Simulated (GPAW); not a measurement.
## Moving the functional in Na2S

```cif
data_structure
_symmetry_space_group_name_H-M 'Fm-3m'
_symmetry_Int_Tables_number 225
_cell_length_a 6.5470
_cell_length_b 6.5470
_cell_length_c 6.5470
_cell_angle_alpha 90.000
_cell_angle_beta 90.000
_cell_angle_gamma 90.000
_cell_volume 280.63
loop_
_atom_site_label
_atom_site_type_symbol
_atom_site_symmetry_multiplicity
_atom_site_Wyckoff_symbol
_atom_site_fract_x
_atom_site_fract_y
_atom_site_fract_z
_atom_site_occupancy
S1 S 4 a 0.00000 0.00000 0.00000 1
Na1 Na 8 c 0.25000 0.25000 0.75000 1
```

Kept alike: task band structure; k mesh 7 × 7 × 7; occupations fermi-dirac, width 0.05 eV; no spin polarisation. Program: GPAW, potentials by row: the program's PAW data sets (release 1.2.1) made for this functional (LDA); GPAW PAW data sets (gpaw-data 1.2.1) (PBE, r2SCAN); PAW data sets generated for this functional (PBEsol), cutoff 800 eV. The mesh is that of the run's cell of 3 atoms. No spin-orbit coupling.

| run | band gap (eV) | pressure (GPa) |
| --- | --- | --- |
| A | 3.019 | -0.33 |
| B | 2.364 | -0.52 |
| C | 2.487 | 0.25 |
| D | 2.236 | -2.07 |

Pressure is positive in compression; the values hold the error of the finite cutoff, so their zero can differ a little from the energy's minimum. Gaps are the smaller of the mesh's and the band path's.

Q: The runs differ in the functional (and the potentials named above) alone: LDA; PBE; PBEsol; r2SCAN. Which run is which?

A: Run A is r2SCAN; run B is PBEsol; run C is PBE; run D is LDA. The band gap runs from 2.236 (LDA) to 3.019 eV (r2SCAN). From PBE: LDA -0.251; PBEsol -0.123; r2SCAN +0.532. The pressure runs from -2.07 (LDA) to 0.25 GPa (PBE). From PBE: LDA -2.32; PBEsol -0.77; r2SCAN -0.58.
